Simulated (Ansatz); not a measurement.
**Nuclear-site quantities of Rb as the cell is scaled**

```xyz
1
Lattice="-2.8060 2.8060 2.8060 2.8060 -2.8060 2.8060 2.8060 2.8060 -2.8060" Properties=species:S:1:pos:R:3 pbc="T T T"
Rb    0.0000    0.0000    0.0000
```

Structure: COD 9012874, as refined from experiment and not relaxed.

Computed with DFT, PBE, all-electron PAW with datasets made for the crystal, scalar-relativistic (Ansatz 0.2.0).

Settings: a Γ-centred 8×8×8 k mesh, Fermi–Dirac smearing of 0.05 eV, cutoff 180 eV (chosen by the program for this cell), no spin polarisation.

The contact density is the mean electron density over the nuclear volume; its changes follow the s electrons' response to bonding and compression. Changes below are taken from the unscaled cell, where it is 362055 e/Å³ at Rb.

```
V/V(cell)  P (GPa)  Δρ(0) Rb (e/Å³)
   0.9405      0.3                ?
   1.0000      0.1             0.00
   1.0600     -0.1                ?
```

(1) Give the missing entry: row "0.9405", column "Δρ(0) Rb (e/Å³)".

(2) Give the missing entry: row "1.0600", column "Δρ(0) Rb (e/Å³)".

The datasets are made afresh for each cell, so very small changes are uncertain.

Answers

(1) 0.75.

(2) -0.64.
